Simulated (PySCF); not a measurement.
## Spin–spin coupling constants

Geometry (Å), atoms numbered from 1 in this order:
```xyz
11

C     0.072    1.186   -0.023
C     1.220    0.409    0.003
C     1.077   -0.971    0.025
N    -0.095   -1.581    0.024
C    -1.185   -0.835    0.001
C    -1.160    0.552   -0.024
H     0.137    2.264   -0.042
H     2.200    0.860    0.007
H     1.941   -1.622    0.045
H    -2.122   -1.377    0.002
H    -2.079    1.118   -0.044
```

Couplings: B3LYP/pcJ-1 (spin–dipole term only in couplings to heteroatoms) in PySCF 2.14.0 with density-fitted response routines, geometry GFN2-xTB; gas phase, one conformer, non-relativistic. Couplings are averaged over pairs made equivalent by symmetry, fast rotation or ring inversion, so a value needn't be that of the named pair in this geometry, while other rotamers aren't included; one pair stands for each set, and the list holds those of at least 1.5 Hz over up to four bonds.

Isotopes: $^{13}$C, $^{1}$H, $^{15}$N.

| pair | bonds | J (Hz) |
| --- | --- | --- |
| C1, C2 | 1 | ? |
| C1, H7 | 1 | ? |
| C2, C3 | 1 | 59.5 |
| C2, H8 | 1 | 167.7 |
| C3, H9 | 1 | 183.0 |
| C1, C3 | 2 | -1.6 |
| C2, N4 | 2 | ? |
| C2, C6 | 2 | ? |
| C2, H9 | 2 | 9.9 |
| C3, C5 | 2 | ? |
| C3, H8 | 2 | ? |
| N4, H9 | 2 | -11.9 |
| C1, N4 | 3 | ? |
| C1, H9 | 3 | 6.8 |
| C2, C5 | 3 | 13.1 |
| C2, H11 | 3 | 6.6 |
| C3, H7 | 3 | 6.9 |
| C3, H10 | 3 | 11.7 |
| H7, H8 | 3 | 8.5 |
| H8, H9 | 3 | 5.5 |
| C2, H10 | 4 | -1.8 |
| H7, H9 | 4 | 1.6 |

Estimate the withheld couplings, with signs.

Results:


- $^{1}J$(C1,C2) = 59.7 Hz (bond length 1.386 Å)
- $^{1}J$(C1,H7) = 165.9 Hz (bond length 1.081 Å, sp2 carbon)
- $^{2}J$(C2,N4) = 2.2 Hz (angle at C3 123°)
- $^{2}J$(C2,C6) = -2.1 Hz (angle at C1 119°)
- $^{2}J$(C3,C5) = -4.8 Hz (angle at N4 118°)
- $^{2}J$(C3,H8) = 3.6 Hz (angle at C2 121°)
- $^{3}J$(C1,N4) = -4.1 Hz
